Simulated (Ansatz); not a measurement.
Runs of Ansatz 0.2.0 on Y. The structure is hexagonal, space group P6_3/mmc (No. 194). Conventional cell: a = 3.647 Å, b = 3.647 Å, c = 5.731 Å, α = 90.00°, β = 90.00°, γ = 120.00°. Y (site symmetry -6m2) is surrounded by 12 Y at 3.56 to 3.65 Å. 

```tsv
level	cutoff (eV)	gap on the mesh (eV)	pressure (GPa)	relaxed volume (Å³/atom)
revPBE	420	none	0.0	33.84
PBE	420	none	0.0	32.92
LDA	420	none	0.0	29.89
RPBE	420	none	0.0	34.19
BLYP	420	none	0.0	33.76
PBEsol	420	none	0.0	(b)
r2SCAN	500	none	0.0	(a)
```

Alike in all rows: task relaxation of cell and atoms; potentials or basis Ansatz PAW; no spin polarisation; cell relaxed; k mesh 8 × 8 × 5; smearing fermi-dirac 0.05 eV.

Question: Estimate the missing entries.

Answer: (a) 33.57; (b) 31.33.

Caveats: the plane-wave basis is chosen anew once the cell has moved, so the energies of steps on either side of that aren't comparable; the PAW data sets come from PBE, with cores solved anew for the run's functional, which leaves a small shift of forces and pressure (some runs).

A k mesh can miss the band edges, and the runs leave out spin-orbit coupling on Y.

A gap of «none» marks a metal or a gap under the smearing width.
